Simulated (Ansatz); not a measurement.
BeO:
```cif
data_Be2O2
_chemical_formula_sum 'Be2 O2'
_space_group_name_H-M_alt 'P 1'
_space_group_IT_number 1
_cell_length_a 2.71175
_cell_length_b 2.71175
_cell_length_c 4.40444
_cell_angle_alpha 90.000
_cell_angle_beta 90.000
_cell_angle_gamma 120.000
loop_
_space_group_symop_operation_xyz
  'x, y, z'
loop_
_atom_site_label
_atom_site_type_symbol
_atom_site_fract_x
_atom_site_fract_y
_atom_site_fract_z
_atom_site_occupancy
Be1 Be 0.66667 0.33333 0.00011 1
Be2 Be 0.33333 0.66667 0.50011 1
O1 O 0.66667 0.33333 0.37789 1
O2 O 0.33333 0.66667 0.87789 1
```

Relaxed with PBE.

Which orbitals make up the states near the band edges in PBE in the plane-wave PAW code Ansatz?

Top 1 eV of the valence band: O 2p 97 %. Bottom 1 eV of the conduction band: Be 2s 52 %, O 2s 35 %, O 2p 6 %, outside the projected shells 6 %. Projections are on Löwdin-orthogonalised atomic valence shells; empty p or d shells of many metals are not among them.

Tabulate the density of states.

States/eV per cell of 4 atoms, in 0.25 eV bins, energy from the valence-band maximum.

| E (eV) | total | O 2p | Be 2s | O 2s |
|---|---|---|---|---|
| -6.25 | 0.00 | 0.00 | 0.00 | 0.00 |
| -6.00 | 0.09 | 0.08 | 0.01 | 0.00 |
| -5.75 | 0.30 | 0.26 | 0.03 | 0.00 |
| -5.50 | 1.51 | 1.33 | 0.12 | 0.01 |
| -5.25 | 1.93 | 1.71 | 0.13 | 0.02 |
| -5.00 | 2.25 | 1.98 | 0.16 | 0.03 |
| -4.75 | 1.98 | 1.72 | 0.16 | 0.04 |
| -4.50 | 1.59 | 1.37 | 0.14 | 0.04 |
| -4.25 | 1.62 | 1.41 | 0.12 | 0.05 |
| -4.00 | 1.84 | 1.60 | 0.14 | 0.05 |
| -3.75 | 1.06 | 0.92 | 0.07 | 0.04 |
| -3.50 | 1.69 | 1.51 | 0.10 | 0.03 |
| -3.25 | 1.93 | 1.74 | 0.10 | 0.03 |
| -3.00 | 1.66 | 1.51 | 0.06 | 0.03 |
| -2.75 | 2.26 | 2.08 | 0.08 | 0.03 |
| -2.50 | 2.51 | 2.34 | 0.06 | 0.02 |
| -2.25 | 2.53 | 2.36 | 0.04 | 0.02 |
| -2.00 | 2.69 | 2.53 | 0.04 | 0.02 |
| -1.75 | 3.01 | 2.85 | 0.03 | 0.01 |
| -1.50 | 3.74 | 3.56 | 0.02 | 0.01 |
| -1.25 | 4.49 | 4.30 | 0.01 | 0.01 |
| -1.00 | 3.05 | 2.94 | 0.01 | 0.01 |
| -0.75 | 1.99 | 1.93 | 0.00 | 0.00 |
| -0.50 | 1.33 | 1.30 | 0.00 | 0.00 |
| -0.25 | 0.82 | 0.80 | 0.00 | 0.00 |
| 0.00 | 0.12 | 0.12 | 0.00 | 0.00 |
| 0.25 | 0.00 | 0.00 | 0.00 | 0.00 |
| 0.50 | 0.00 | 0.00 | 0.00 | 0.00 |
| 0.75 | 0.00 | 0.00 | 0.00 | 0.00 |
| 1.00 | 0.00 | 0.00 | 0.00 | 0.00 |
| 1.25 | 0.00 | 0.00 | 0.00 | 0.00 |
| 1.50 | 0.00 | 0.00 | 0.00 | 0.00 |
| 1.75 | 0.00 | 0.00 | 0.00 | 0.00 |
| 2.00 | 0.00 | 0.00 | 0.00 | 0.00 |
| 2.25 | 0.00 | 0.00 | 0.00 | 0.00 |
| 2.50 | 0.00 | 0.00 | 0.00 | 0.00 |
| 2.75 | 0.00 | 0.00 | 0.00 | 0.00 |
| 3.00 | 0.00 | 0.00 | 0.00 | 0.00 |
| 3.25 | 0.00 | 0.00 | 0.00 | 0.00 |
| 3.50 | 0.00 | 0.00 | 0.00 | 0.00 |
| 3.75 | 0.00 | 0.00 | 0.00 | 0.00 |
| 4.00 | 0.00 | 0.00 | 0.00 | 0.00 |
| 4.25 | 0.00 | 0.00 | 0.00 | 0.00 |
| 4.50 | 0.00 | 0.00 | 0.00 | 0.00 |
| 4.75 | 0.00 | 0.00 | 0.00 | 0.00 |
| 5.00 | 0.00 | 0.00 | 0.00 | 0.00 |
| 5.25 | 0.00 | 0.00 | 0.00 | 0.00 |
| 5.50 | 0.00 | 0.00 | 0.00 | 0.00 |
| 5.75 | 0.00 | 0.00 | 0.00 | 0.00 |
| 6.00 | 0.00 | 0.00 | 0.00 | 0.00 |
| 6.25 | 0.00 | 0.00 | 0.00 | 0.00 |
| 6.50 | 0.00 | 0.00 | 0.00 | 0.00 |
| 6.75 | 0.00 | 0.00 | 0.00 | 0.00 |
| 7.00 | 0.00 | 0.00 | 0.00 | 0.00 |
| 7.25 | 0.00 | 0.00 | 0.00 | 0.00 |
| 7.50 | 0.01 | 0.00 | 0.01 | 0.00 |
| 7.75 | 0.05 | 0.00 | 0.03 | 0.02 |
| 8.00 | 0.09 | 0.00 | 0.05 | 0.03 |
| 8.25 | 0.13 | 0.01 | 0.07 | 0.04 |
| 8.50 | 0.18 | 0.02 | 0.09 | 0.06 |
| 8.75 | 0.28 | 0.02 | 0.13 | 0.07 |
| 9.00 | 0.79 | 0.04 | 0.24 | 0.10 |
| 9.25 | 1.58 | 0.08 | 0.45 | 0.15 |
| 9.50 | 1.99 | 0.10 | 0.45 | 0.13 |
| 9.75 | 2.04 | 0.11 | 0.39 | 0.10 |
| 10.00 | 1.60 | 0.08 | 0.32 | 0.07 |
| 10.25 | 1.45 | 0.07 | 0.25 | 0.05 |
| 10.50 | 1.15 | 0.06 | 0.20 | 0.03 |
| 10.75 | 1.11 | 0.06 | 0.21 | 0.03 |
| 11.00 | 1.00 | 0.05 | 0.20 | 0.03 |
| 11.25 | 0.70 | 0.04 | 0.15 | 0.02 |
| 11.50 | 0.59 | 0.03 | 0.12 | 0.02 |
| 11.75 | 0.49 | 0.02 | 0.10 | 0.01 |

Space group P6_3mc (wurtzite). The PBE relaxation kept the symmetry of its start; phonons on a q-mesh show no instability.

Potentials: the later of the program's two PAW sets.
